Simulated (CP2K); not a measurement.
GaN:

```
Ga N
1.0
     3.18693    0.00000    0.00000
     1.59347    2.75996    0.00000
     1.59347    0.91999    2.60212
Ga N
1 1
Direct
  0.00000 0.00000 0.00000
  0.25000 0.25000 0.25000
```

The cell is a database's computed one.

Base run:

```yaml
Program: CP2K 2026.2
Functional: BEEF-vdW
Potentials_or_basis: POTENTIAL_UZH Ga GTH-PBE-q13, N GTH-PBE-q5; TZVP-MOLOPT-PBE-GTH basis
Density_cutoff: 9184 eV
k_mesh: 10 × 10 × 10
Occupations: fermi-dirac, width 0.05 eV
Spin: no spin polarisation
```

Its results: band gap on the k mesh 1.84 eV, direct; pressure 8.3 GPa.

Q: The run is repeated on the same cell with these changes: functional from BEEF-vdW to M06-L. What comes out?

A: Band gap on the k mesh 1.84 eV, direct; pressure 6.4 GPa.

Caveats: the potentials were made for another functional, which shifts forces and pressure; the basis of atomic orbitals isn't converged, which shifts pressures, moduli and gaps.

A k mesh can miss the band edges.

Not every run made on this cell is shown here.
